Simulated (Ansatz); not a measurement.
CoO in Ansatz: the effect of functional

Crystal: CoO.

```
Co O
1.0
     0.00000    2.13150    2.13150
     2.13150    0.00000    2.13150
     2.13150    2.13150    0.00000
Co O
1 1
Direct
  0.00000 0.00000 0.00000
  0.50000 0.50000 0.50000
```

Alike in all runs:

```yaml
Program: Ansatz 0.2.0
Task: band structure
Potentials_or_basis: all-electron LAPW, scalar-relativistic
Basis_error_allowed: 0.001 eV/atom
k_mesh: 11 × 11 × 11
Occupations: fermi-dirac, width 0.05 eV
Spin: collinear spin, ferromagnetic start
Starting_moments: "[2.0, 0.0] μB"
```

| functional | cutoff | pressure (GPa) | moment (μB) |
| --- | --- | --- | --- |
| PBE | 360 eV (chosen from the basis error) | -1.9 | 2.93 |
| LDA | 359 eV (chosen from the basis error) | -19.3 | 2.88 |
| PBEsol | 360 eV (chosen from the basis error) | ? | ? |

Question: What does the run with functional PBEsol give?

Answer: Pressure -10.8 GPa; moment 2.96 μB.

Caveats: a cell with one magnetic atom can't hold antiferromagnetic order, which such compounds often take.
